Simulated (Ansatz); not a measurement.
Program: Ansatz. Geometries: PBE0-D4/def2-TZVP. ΔE: electronic, gas phase. CCSD(T)/CBS is the MP2 limit (def2-TZVPP, def2-QZVPP) plus CCSD(T) − MP2 in def2-TZVPP, frozen cores. DFT in def2-TZVPP. B3LYP here is the variant with VWN-RPA as its local correlation; programs differ in this. One conformer a species, not always the lowest.

Consider the ligand exchange at the Al–N bond: `[AlH2][NH]CS` + `CCCS` → `CCC[S][AlH2]` + `NCS`.

```json
{"level": "r2SCAN-D4", "ΔE (kJ/mol)": "-9.3", "difference from CCSD(T)/CBS": "0.7"}
{"level": "B3LYP-D4", "ΔE (kJ/mol)": "-3.8", "difference from CCSD(T)/CBS": "6.2"}
{"level": "ωB97X-V", "ΔE (kJ/mol)": "-8.1", "difference from CCSD(T)/CBS": "1.9"}
{"level": "B2PLYP", "ΔE (kJ/mol)": "-4.9", "difference from CCSD(T)/CBS": "5.1"}
{"level": "PBE", "ΔE (kJ/mol)": "-11.3", "difference from CCSD(T)/CBS": "-1.3"}
{"level": "PBE0", "ΔE (kJ/mol)": "-13.6", "difference from CCSD(T)/CBS": "-3.6"}
{"level": "HF/def2-TZVPP", "ΔE (kJ/mol)": "-10.1", "difference from CCSD(T)/CBS": "-0.1"}
{"level": "MP2/def2-TZVPP", "ΔE (kJ/mol)": "-6.6", "difference from CCSD(T)/CBS": "3.4"}
{"level": "SCS-MP2/def2-TZVPP", "ΔE (kJ/mol)": "-4.7", "difference from CCSD(T)/CBS": "5.3"}
{"level": "MP2/def2-QZVPP", "ΔE (kJ/mol)": "-8.6", "difference from CCSD(T)/CBS": "1.4"}
{"level": "CCSD(T)/CBS", "ΔE (kJ/mol)": "-10.0", "difference from CCSD(T)/CBS": "0"}
```

Largest T1 diagnostic among the species: 0.012.

In def2-TZVPP, CCSD(T) changes the Hartree–Fock value by +4.1 kJ/mol (the triples alone add −0.3 kJ/mol) and MP2 by +3.6 kJ/mol.

CCSD(T)/CBS has its own doubt, a few kJ/mol and more with outer-core shells, so smaller differences from it don't rank the levels.
